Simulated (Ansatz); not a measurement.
# Phonons of Au-Re-Au stack of (100) layers, part 3 of 3

Question: is the lattice of Au-Re-Au stack of (100) layers stable, and if so, what are its coupling constant and resistivity?

Ansatz 0.2.0; DFT PBE, scalar-relativistic, plane waves, PAW.

So far, highest frequency, solved or plainly interpolated (cm⁻¹): step 5 (phonons by linear response: q 2×2×1, k 6×6×1) 178. Also lowest on path (cm⁻¹): step 5 -103.

### 6. Phonons: q 3×3×1, k 9×9×1

An imaginary mode on so few k-points may come from the sampling, so the phonons are repeated with another q and k mesh.

Input file input.yaml:

```yaml
crystal:
  lattice:
    - [2.7283325482, 0.0, 0.0]
    - [0.0, 2.7283325482, 0.0]
    - [0.0, 0.0, 31.577680479]
  atoms:
    - { symbol: Au, position: [0.0, 0.0, 0.169081167] }
    - { symbol: Re, position: [0.5, 0.5, 0.2357494245] }
    - { symbol: Au, position: [0.0, 0.0, 0.302417682] }
  periodic: [true, true, false]
kpoints:
  mp_grid: { grid: [9, 9, 1] }
hamiltonian:
  xc: pbe
scf:
  occupations: { method: methfessel_paxton, width: 0.2 }
output:
  eigenvalues: true
phonons:
  method: dfpt
  qmesh: [3, 3, 1]
  temperatures: { t_max: 1000, t_step: 50 }
  qpath:
    path: [[0.0, 0.0, 0.0], [0.0, 0.5, 0.0], [0.5, 0.5, 0.0], [0.0, 0.0, 0.0]]
    npoints: 10
```

Launch:

```
$ ansatz run input.yaml --threads 4 --pin off --max-ram 16384MiB --backend cpu --events-out ev --progress --plain --runs-dir out
```

Numbers of over 12 decimals in the logs are rounded to 6 here.

The program printed:

```text
[...]
Crystal: 3 atoms, lattice volume = 235.058 Å³
Basis set: ecut = 420 eV, 4701 PW (Γ), exchange–correlation on 40×40×432 points (8 copies of the dense FFT grid, shifted against one another)
Bands: 32, of which v1, the nominal top of the filled ones, is band 27 counted from 1 (26 counted from 0)
Symmetry: 16 space group operations
k-points: 15 of 81 (irreducible under 8 space group operations)
[...]
SCF iter   1: F=—  HF=-37164.478638 eV  |F-HF|=—  |Δ(HF+E_count)|=         —  Δρ=7.14e-3  dr2=5.29e-1  ethr=1.77e-3  ⟨swp⟩=12.1  Hψ=3456  notcnv=0
[...]
SCF iter  12: F=-37164.427790 eV  HF=-37164.427790 eV  |F-HF|=3.64e-11  |Δ(HF+E_count)|=   1.19e-9  S|Δr|=    0.00e0  Δρ=4.71e-8  dr2=5.27e-12  ethr=1.00e-12  ⟨swp⟩=17.3  Hψ=4668  notcnv=0
SCF 1 converged in 12 iterations: F = -37164.427790 eV  dr2 = 5.27e-12
[...]
SCF converged after 12 iterations
[...]
Free energy (F): -37164.427790 eV
[...]
Internal energy: -37164.426395 eV  (E = F + TS)
E sigma→0 (E₀):  -37164.427441 eV
Entropy (-TS):   -0.001396 eV (-0.465 meV/atom)
Fermi energy:    -5.336279 eV
[...]
--- Band table (eV; the first three rows and the last of 15) ---
  k-point 0: bands = [... 23 lower, -7.9253, -7.4529, -7.4237, -5.8774, -4.3850, -4.0948, -4.0948, -2.8470, ... 1 higher]
  k-point 1: bands = [... 23 lower, -7.7865, -7.6452, -7.6408, -5.3469, -5.3388, -4.0376, -3.2156, -2.8193, ... 1 higher]
  k-point 2: bands = [... 23 lower, -8.1004, -8.0887, -7.1008, -5.9122, -4.2881, -3.9985, -3.9383, -1.3241, ... 1 higher]
  k-point 14: bands = [... 23 lower, -6.5379, -5.9340, -4.5360, -2.6867, -2.2870, -0.3651, -0.1957, 2.0363, ... 1 higher]
[...]
ASR residual: 3.142e-4 → 0.000e0 eV/Å²; symmetrization residual: 1.431e-4 eV/Å²
[...]
ASR residual per site (eV/Å²): 8.78e-5 3.14e-4 8.85e-5
  Γ frequencies (cm⁻¹): 0.00 0.00 0.00 58.41 58.41 84.40 99.39 99.39 147.50
--- Phonons (arbitrary-q DFPT): 3 irreducible q on the 3×3×1 mesh ---
[...]
interpolated dispersion: 31 rows × 9 modes
[...]
```

Wall time 4.1 min (4 threads of Arm Neoverse V1, shared host); peak memory 1.7 GiB; 16 min of CPU time.

Numbers from this step:

```
share of imaginary modes in the plain interpolation between solved wavevectors : 0.0383
highest frequency, solved or plainly interpolated                              : 179.5 cm⁻¹
```

Solved on the 3×3×1 mesh alone; all other wavevectors are interpolated. Phonon branches along the path, in cm⁻¹:

| point | branch 1 | branch 2 | branch 3 | branch 4 | branch 5 | branch 6 | branch 7 | branch 8 | branch 9 |
| --- | --- | --- | --- | --- | --- | --- | --- | --- | --- |
| Γ | 0 | 0 | 0 | 58 | 58 | 84 | 99 | 99 | 148 |
| halfway | 25 | 41 | 54 | 55 | 98 | 108 | 122 | 128 | 150 |
| X | -36 | 50 | 57 | 78 | 97 | 104 | 138 | 171 | 180 |
| halfway | -13 | 74 | 79 | 99 | 117 | 120 | 138 | 168 | 170 |
| M | 56 | 56 | 71 | 77 | 128 | 161 | 161 | 165 | 165 |
| halfway | 45 | 48 | 67 | 106 | 112 | 120 | 126 | 144 | 145 |
| Γ | 0 | 0 | 0 | 58 | 58 | 84 | 99 | 99 | 148 |

The phonon branches as a text plot (rows in cm⁻¹):

```
    175 |            ************
    166 |           ***** **********************
    157 |         ***               ****************
    148 |*********                ****          *******    ******
    139 |         ** *************                **   ****
    130 |       *****             **  *******     *******
    121 |      ***               *****       *****  ***  **
    112 |    ********         ***                 *******  ***
    103 |*******     ********* ***              **  *************
     94 |    ******************** ****       ***       ****
     85 |******               ***     ***  **            ********
     76 |  **        *****************   **  *****         ***
     67 | *       ***       **      *********     *****       **
     58 |*********   *******          **********       **       *
     49 |      *  ********             **  ****************
     40 |  **** **                    *         ****       ***
     31 |    ***                    **                     ***
     22 | ***** **                **                          **
     13 | *                                                   **
      4 |*                                                      *
     -5 |         **
    -14 |                        *
    -23 |           *          **
    -32 |            **********
         Γ               X               M                      Γ
```

Lowest modes at the softest wavevector of the mesh. Modes at q = (-0.333, 0.000, 0.000), with each element's share of the kinetic energy (negative means imaginary):

| mode | frequency (cm⁻¹) | Au % | Re % |
| --- | --- | --- | --- |
| 1 | -19.8 | 61 | 39 |
| 2 | 49.8 | 89 | 11 |
| 3 | 51.8 | 100 | 0 |
| 4 | 67.5 | 81 | 19 |
| 5 | 97.5 | 11 | 89 |
| 6 | 109.3 | 44 | 56 |

Displacements in mode 1 (-19.8 cm⁻¹), the largest set to 1, in the home cell (x, y, z of the real part, then of the imaginary part):
```
Au1  0.01  0.00  0.84  0.04  0.00 -0.18
Re2  0.95  0.00  0.00  0.31  0.00  0.00
Au3  0.01  0.00 -0.84  0.04  0.00  0.18
```

Displacements in mode 2 (49.8 cm⁻¹), the largest set to 1, in the home cell (x, y, z of the real part, then of the imaginary part):
```
Au1  0.00  1.00  0.00  0.00  0.06  0.00
Re2  0.00  0.27  0.00  0.00 -0.42  0.00
Au3  0.00  1.00  0.00  0.00  0.06  0.00
```

The modes has structure finer than the step of the table below, so its rows give means over 5 cm⁻¹, whole bins alone (the curve runs from -45.9 to 194 cm⁻¹). Peaks (cm⁻¹: height): Au 72.0: 0.109, 84.1: 0.0448, 99.3: 0.0599, 109.8: 0.0518, 165.8: 0.0698; Re -32.3: 0.00652, 55.4: 0.0239, 96.2: 0.0527, 109.8: 0.0421, 134.0: 0.0316, 144.6: 0.0306.

Phonopy on the run's constants, 21x21x1 mesh, Gaussian sigma 2.0 cm⁻¹. Table of modes by wavenumber; means over each step; values in 1/cm⁻¹/cell:

| wavenumber (cm⁻¹) | Au | Re |
| --- | --- | --- |
| -40 | 9.1e-4 | 5.5e-4 |
| -35 | 0.00764 | 0.00476 |
| -30 | 0.00969 | 0.00637 |
| -25 | 0.00722 | 0.00511 |
| -20 | 0.00597 | 0.00429 |
| -15 | 0.00513 | 0.00399 |
| -10 | 0.00325 | 0.00269 |
| -5 | 8.6e-4 | 6.6e-4 |
| 0 | 7.0e-4 | 3.3e-4 |
| 5 | 5.6e-4 | 2.7e-4 |
| 10 | 0.00359 | 0.00219 |
| 15 | 0.00990 | 0.00742 |
| 20 | 0.00847 | 0.00588 |
| 25 | 0.0114 | 0.00767 |
| 30 | 0.0142 | 0.0111 |
| 35 | 0.0176 | 0.0133 |
| 40 | 0.0217 | 0.0167 |
| 45 | 0.0217 | 0.0140 |
| 50 | 0.0268 | 0.0153 |
| 55 | 0.0460 | 0.0216 |
| 60 | 0.0465 | 0.0190 |
| 65 | 0.0434 | 0.0159 |
| 70 | 0.0834 | 0.0148 |
| 75 | 0.0643 | 0.0110 |
| 80 | 0.0267 | 0.00793 |
| 85 | 0.0389 | 0.00609 |
| 90 | 0.0239 | 0.0157 |
| 95 | 0.0421 | 0.0454 |
| 100 | 0.0523 | 0.0332 |
| 105 | 0.0371 | 0.0278 |
| 110 | 0.0463 | 0.0396 |
| 115 | 0.0241 | 0.0289 |
| 120 | 0.0225 | 0.0270 |
| 125 | 0.0207 | 0.0254 |
| 130 | 0.0274 | 0.0223 |
| 135 | 0.0348 | 0.0289 |
| 140 | 0.0322 | 0.0164 |
| 145 | 0.0343 | 0.0268 |
| 150 | 0.0407 | 0.0138 |
| 155 | 0.0406 | 0.00814 |
| 160 | 0.0602 | 0.00707 |
| 165 | 0.0674 | 0.00671 |
| 170 | 0.0436 | 0.00416 |
| 175 | 0.0178 | 0.00284 |
| 180 | 0.00678 | 0.00121 |
| 185 | 2.3e-4 | 4.0e-5 |
| 190 | 0 | 0 |

No LO-TO term; unit eigenvectors of the mass-weighted matrix. Modes at Γ, with each element's share of the kinetic energy:

| mode | frequency (cm⁻¹) | symmetry | Au % | Re % |
| --- | --- | --- | --- | --- |
| 1 | 0.0 | unnamed | 68 | 32 |
| 2 | 0.0 | unnamed | 68 | 32 |
| 3 | 0.0 | unnamed | 68 | 32 |
| 4 | 58.4 | Eg | 100 | 0 |
| 5 | 58.4 | Eg | 100 | 0 |
| 6 | 84.4 | A1g | 100 | 0 |
| 7 | 99.4 | Eu | 32 | 68 |
| 8 | 99.4 | Eu | 32 | 68 |
| 9 | 147.5 | A2u | 32 | 68 |

Displacements in mode 5 (58.4 cm⁻¹), the largest set to 1:
```
Au1 -1.00  0.00  0.00
Re2  0.00  0.00  0.00
Au3  1.00  0.00  0.00
```

Displacements in mode 7 (99.4 cm⁻¹), the largest set to 1:
```
Au1 -0.47 -0.34  0.00
Re2  1.00  0.72  0.00
Au3 -0.47 -0.34  0.00
```

Among the solved wavevectors the lowest mode, translations apart, is -19.8 cm⁻¹, imaginary.

### 7. Phonons: Fermi–Dirac smearing of 0.3 eV

The phonons are repeated on the same meshes with a wide Fermi–Dirac smearing, to see whether the soft mode comes from sharp features of the Fermi surface.

input.yaml, as its differences from that of step 6:

```diff
@@ -15,3 +15,3 @@
 scf:
-  occupations: { method: methfessel_paxton, width: 0.2 }
+  occupations: { method: fermi_dirac, width: 0.3 }
 output:
```

The program printed:

```text
[...]
band count auto-derived: 37 (N_el = 53.0; filled up to band 27; 32 by the electrons, moments and atoms)
[...]
Crystal: 3 atoms, lattice volume = 235.058 Å³
Basis set: ecut = 420 eV, 4701 PW (Γ), exchange–correlation on 40×40×432 points (8 copies of the dense FFT grid, shifted against one another)
Bands: 37, of which v1, the nominal top of the filled ones, is band 27 counted from 1 (26 counted from 0)
Symmetry: 16 space group operations
k-points: 15 of 81 (irreducible under 8 space group operations)
[...]
SCF iter   1: F=—  HF=-37164.831650 eV  |F-HF|=—  |Δ(HF+E_count)|=         —  Δρ=4.96e-3  dr2=2.43e-1  ethr=1.77e-3  ⟨swp⟩=16.9  Hψ=4647  notcnv=0
[...]
SCF iter  12: F=-37164.812570 eV  HF=-37164.812570 eV  |F-HF|=5.82e-11  |Δ(HF+E_count)|=  2.91e-10  Δρ=2.72e-8  dr2=2.19e-12  ethr=1.00e-12  ⟨swp⟩=21.1  Hψ=4573  notcnv=0
SCF 1 converged in 12 iterations: F = -37164.812570 eV  dr2 = 2.19e-12
[...]
SCF converged after 12 iterations
Free energy (F): -37164.812570 eV
[...]
Internal energy: -37164.041277 eV  (E = F + TS)
E sigma→0 (E₀):  -37164.426923 eV
Entropy (-TS):   -0.771292 eV (-257.097 meV/atom)
Fermi energy:    -5.184225 eV
[...]
--- Band table (eV; the first three rows and the last of 15) ---
  k-point 0: bands = [... 23 lower, -7.8937, -7.4788, -7.4511, -5.8594, -4.3930, -3.9905, -3.9905, -2.6805, ... 6 higher]
  k-point 1: bands = [... 23 lower, -7.7475, -7.6711, -7.6676, -5.3331, -5.2882, -3.9325, -3.0525, -2.7827, ... 6 higher]
  k-point 2: bands = [... 23 lower, -8.1266, -8.1162, -7.0330, -5.8662, -4.2751, -3.8436, -3.8298, -1.3118, ... 6 higher]
  k-point 14: bands = [... 23 lower, -6.4944, -5.9054, -4.4538, -2.6632, -2.1884, -0.2823, -0.1934, 2.0334, ... 6 higher]
  ° read free of the cell's end (the report's vacuum.weakly_bound_levels)
[...]
ASR residual: 9.284e-4 → 0.000e0 eV/Å²; symmetrization residual: 3.120e-5 eV/Å²
[...]
ASR residual per site (eV/Å²): 3.45e-4 9.28e-4 3.52e-4
  Γ frequencies (cm⁻¹): 0.00 0.00 0.00 56.90 56.90 88.11 94.83 94.83 149.70
--- Phonons (arbitrary-q DFPT): 3 irreducible q on the 3×3×1 mesh ---
[...]
interpolated dispersion: 31 rows × 9 modes
[...]
```

Run time: 3.9 min. Hardware: 4 threads; peak memory 1.8 GiB; 15 min of CPU time.

Numbers from this step:

```yaml
share_of_imaginary_modes_in_the_plain_interpolation_between_solved_wavevectors: 0.0343
highest_frequency_solved_or_plainly_interpolated: 177.4 cm⁻¹
```

Solved on the 3×3×1 mesh alone; all other wavevectors are interpolated. The phonon branches at the labelled points (cm⁻¹):

| point | branch 1 | branch 2 | branch 3 | branch 4 | branch 5 | branch 6 | branch 7 | branch 8 | branch 9 |
| --- | --- | --- | --- | --- | --- | --- | --- | --- | --- |
| Γ | 0 | 0 | 0 | 57 | 57 | 88 | 95 | 95 | 150 |
| halfway | 24 | 31 | 52 | 53 | 80 | 108 | 120 | 127 | 149 |
| X | -41 | 48 | 52 | 56 | 80 | 98 | 135 | 170 | 177 |
| halfway | 15 | 54 | 75 | 99 | 109 | 120 | 134 | 168 | 169 |
| M | 52 | 52 | 73 | 80 | 117 | 162 | 162 | 166 | 166 |
| halfway | 28 | 45 | 65 | 105 | 108 | 120 | 124 | 138 | 143 |
| Γ | 0 | 0 | 0 | 57 | 57 | 88 | 95 | 95 | 150 |

The phonon branches as a text plot (rows in cm⁻¹):

```
    173 |            *************
    164 |           *****        ***************
    155 |         ***               ***      *****
    146 |***********              ****          *****************
    136 |            *********   ***              *****
    127 |       *****         ***                   *****
    118 |      ***               *  ************    ***  **
    109 |    ********          *****            *********  ***
    100 | ***  *     ***************            **     ****   **
     91 |******               ***   ***      ***         ********
     82 | ***  ***     ********        ******            *******
     73 |  **     *****     ************************       ***
     64 | *       *******   **                      ***       **
     55 |***********     ********************          **       *
     46 |      *    ******            *      *****************
     36 |  *****  ***               **          **     *******
     27 |      ***                **              *****    *****
     18 | *****                  *                            **
      9 | ***
      0 |*                                                      *
     -9 |         **
    -18 |                      **
    -27 |           *         *
    -36 |            *********
         Γ               X               M                      Γ
```

Lowest modes at the softest wavevector of the mesh. Modes at q = (0.000, 0.333, 0.000), with each element's share of the kinetic energy (negative means imaginary):

| mode | frequency (cm⁻¹) | Au % | Re % |
| --- | --- | --- | --- |
| 1 | -24.6 | 59 | 41 |
| 2 | 39.1 | 66 | 34 |
| 3 | 50.3 | 100 | 0 |
| 4 | 65.3 | 74 | 26 |
| 5 | 71.5 | 34 | 66 |
| 6 | 108.3 | 48 | 52 |

Displacements in mode 1 (-24.6 cm⁻¹), the largest set to 1, in the home cell (x, y, z of the real part, then of the imaginary part):
```
Au1  0.00  0.01  0.80  0.00 -0.04  0.18
Re2  0.00  0.95  0.00  0.00 -0.30  0.00
Au3  0.00  0.01 -0.80  0.00 -0.04 -0.18
```

Displacements in mode 6 (108.3 cm⁻¹), the largest set to 1, in the home cell (x, y, z of the real part, then of the imaginary part):
```
Au1  0.00  0.40 -0.24  0.00  0.24  0.41
Re2  0.00  0.00  1.00  0.00  0.00  0.01
Au3  0.00 -0.40 -0.24  0.00 -0.24  0.41
```

Among the solved wavevectors the lowest mode, translations apart, is -24.6 cm⁻¹, imaginary.

### 8. Outcome

```yaml
phonon_run_of_the_rows_without_a_label_of_their_own: PBE, q 3×3×1, k 9×9×1
softest_mode_on_the_q_mesh: -19.8 cm⁻¹ at q = (-0.333, 0, 0)
highest_frequency_solved_or_plainly_interpolated: 180 cm⁻¹
```

What this shows: The lattice is dynamically unstable at this level: a mode at q = (-0.333, 0, 0) is imaginary, 19.8i cm⁻¹, so no harmonic coupling constant or resistivity is defined for this structure. These meshes are coarse, and single modes of a metal can move by tens of cm⁻¹ with the k mesh. The coarser mesh found an imaginary mode at another wavevector, which this mesh lacks. Spin–orbit coupling, left out here, matters for Au and Re. The structure was built by hand as an ordered model, and its stability against other phases was not tested.

[Logs are printed without paths, hosts, clocks, repeated set-up lines and the standing remarks that a program may print on its own settings, such as how far it seeks lower states.]

[Hosts, paths, dates, database ids (printed as entryN), source tags and the programs' standing remarks are cut or masked in the printed files.]
